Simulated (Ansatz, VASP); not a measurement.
## As: VASP beside Ansatz

POSCAR

```
As
1.0
    3.5749087898      0.0000000000      0.0000000000
   -1.7874543949      3.0959618282      0.0000000000
    0.0000000000      0.0000000000     26.4156438000
As
2
Direct
    0.3333333333      0.6666666667      0.3206196301
    0.6666666667      0.3333333333      0.3724477825
```

The input INCAR.step1:

```
SYSTEM = As
PREC     = Accurate       ! precision mode
ENCUT    = 520            ! plane-wave cutoff, eV
ISMEAR   = 0              ! smearing method
SIGMA    = 0.01           ! smearing width, eV
LREAL    = .FALSE.        ! projectors in reciprocal space
LASPH    = .TRUE.         ! aspherical terms in the spheres
NELM     = 100            ! most SCF steps
LDIPOL   = .TRUE.       
IDIPOL   = 3            
DIPOL    = 0.5 0.5 0.347
NBANDS   = 12             ! bands
GGA      = PE             ! functional
ALGO     = Normal         ! electronic algorithm
EDIFF    = 1E-4           ! SCF threshold, eV
LWAVE    = .TRUE.         ! write WAVECAR
LCHARG   = .FALSE.        ! write CHGCAR
```

The input INCAR.step2:

```
SYSTEM = As
PREC     = Accurate       ! precision mode
ENCUT    = 520            ! plane-wave cutoff, eV
EDIFF    = 1E-6           ! SCF threshold, eV
ISMEAR   = 0              ! smearing method
SIGMA    = 0.01           ! smearing width, eV
LREAL    = .FALSE.        ! projectors in reciprocal space
LASPH    = .TRUE.         ! aspherical terms in the spheres
NELM     = 100            ! most SCF steps
ALGO     = Normal         ! electronic algorithm
ISIF     = 2              ! what is computed and relaxed
LWAVE    = .FALSE.        ! write WAVECAR
LCHARG   = .FALSE.        ! write CHGCAR
LDIPOL   = .TRUE.       
IDIPOL   = 3            
DIPOL    = 0.5 0.5 0.347
METAGGA  = R2SCAN         ! meta-GGA
LMIXTAU  = .TRUE.       
NBANDS   = 12             ! bands
ISTART   = 1
```

The input KPOINTS:

```
Automatic mesh
0
G
  12 12 1
  0 0 0
```

Input for Ansatz:

```yaml
crystal:
  lattice:
    - [3.5749087898, 0.0, 0.0]
    - [-1.7874543949, 3.0959618282, 0.0]
    - [0.0, 0.0, 26.4156438]
  atoms:
    - { symbol: As, position: [0.3333333333, 0.6666666667, 0.3206196301] }
    - { symbol: As, position: [0.6666666667, 0.3333333333, 0.3724477825] }
  periodic: [true, true, false]
kpoints:
  mp_grid: { grid: [12, 12, 1] }
  band_path:
    path:
      - [0.0, 0.0, 0.0]
      - [0.5, 0.0, 0.0]
      - [0.3333333333, 0.3333333333, 0.0]
      - [0.0, 0.3125, 0.0]
    npoints: 1
hamiltonian:
  xc: r2scan
scf:
  occupations: { method: fixed }
  n_extra_bands: 4
output:
  forces: true
  stress: true
  eigenvalues: true
```

Alike in both runs: task single point; functional r2SCAN; k mesh 12 × 12 × 1; no spin polarisation.

|  | VASP | Ansatz |
| --- | --- | --- |
| version | VASP 6.6.1 | Ansatz 0.2.0 |
| potentials or method | VASP PAW PBE potentials, release 64 (As) | plane waves, PAW |
| plane-wave cutoff (eV) | 520 | 500 |
| occupations | gaussian, width 0.01 eV | fixed |
| valence electrons in the cell | 10 | 30 |

|  | VASP | Ansatz | Ansatz less VASP |
| --- | --- | --- | --- |
| gap on the k mesh at the Fermi level (eV) | 1.99 | 1.99 | -0.007 |
| rms of the force components (eV/Å) | 0.036 | 0.000 | -0.0361 |

Atom by atom the forces differ by 0.036 eV/Å (rms over components). The two sets of potentials don't hold the same shells in valence.

Caveats: the PAW data sets were made with another functional, which shifts forces and pressure a little (VASP).
